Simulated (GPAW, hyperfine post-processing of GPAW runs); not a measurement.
# Li2MnO3: isotropic lines and sites in a paramagnetic 17O spectrum

Calculated values: DFT, revPBE+U, plane-wave PAW, GPAW setups, collinear spin, scalar-relativistic (GPAW), contact and point-dipole shifts scaled to 330 K with Θ = 0 K (a pure Curie law); spin-only moments, above the ordering temperature.

```cif
data_structure
_symmetry_space_group_name_H-M 'P 1'
_symmetry_Int_Tables_number 1
_cell_length_a 2.8924
_cell_length_b 5.0953
_cell_length_c 7.7213
_cell_angle_alpha 76.574
_cell_angle_beta 79.329
_cell_angle_gamma 73.715
_cell_volume 105.36
loop_
_atom_site_label
_atom_site_type_symbol
_atom_site_fract_x
_atom_site_fract_y
_atom_site_fract_z
_atom_site_occupancy
Mn1 Mn 0.16759 0.48848 0.17789 1
Mn2 Mn 0.83241 0.51152 0.82211 1
O3 O 0.18003 0.72233 0.91929 1
O4 O 0.52407 0.72024 0.23679 1
O5 O 0.82646 0.74417 0.60214 1
O6 O 0.81997 0.27767 0.08071 1
O7 O 0.17354 0.25583 0.39786 1
O8 O 0.47592 0.27976 0.76321 1
Li9 Li 0.50000 0.50000 0.50000 1
Li10 Li 0.50000 0.00000 0.00000 1
Li11 Li 0.82534 0.99167 0.35403 1
Li12 Li 0.17466 0.00833 0.64597 1
```

17O MAS at 9.4 T (54.3 MHz), 40 kHz, 330 K; contact and dipolar shift alone, no orbital or quadrupolar part; lines under 1.5 % of the strongest are left out. NMR lines, with heights relative to the strongest:

```tsv
position (ppm)	intensity
857.2	4.1
1594.1	23
1760.7	1.7
2331.1	36
2497.7	5.2
3068.0	17
3234.6	17
3805.0	5.1
3971.6	13
4541.9	18
4708.5	26
5278.9	9.0
5445.5	42
6015.8	4.8
6182.4	11
6826.9	8.4
6919.4	1.6
7563.8	100
8300.8	7.8
```

**Question.** Which lines are isotropic ones rather than spinning sidebands, and which O atoms give them?

Sidebands are spaced by 737 ppm (the spinning rate over the resonance of 54.3 MHz). An isotropic line need not be the tallest: it is the area-weighted centre of its own family of sidebands, and the one that stays put when the rate is changed. Isotropic shifts: 7564 ppm for atom 3 and the 1 atom equivalent to it (bonded to 3 Mn at 2.00 to 2.07 Å), reduced anisotropy 713 ppm; 4709 ppm for atom 4 and the 1 atom equivalent to it (bonded to 2 Mn at 1.94 Å), reduced anisotropy -2487 ppm; 3068 ppm for atom 5 and the 1 atom equivalent to it (bonded to 1 Mn at 1.83 Å), reduced anisotropy 3262 ppm. The families' total areas stand as 1:1:1; where areas are equal the match rests on the calculation.

[Logs are printed without paths, hosts, clocks, repeated set-up lines and the standing remarks that a program may print on its own settings, such as how far it seeks lower states.]

[Hosts, paths, dates, database ids (printed as entryN), source tags and the programs' standing remarks are cut or masked in the printed files.]
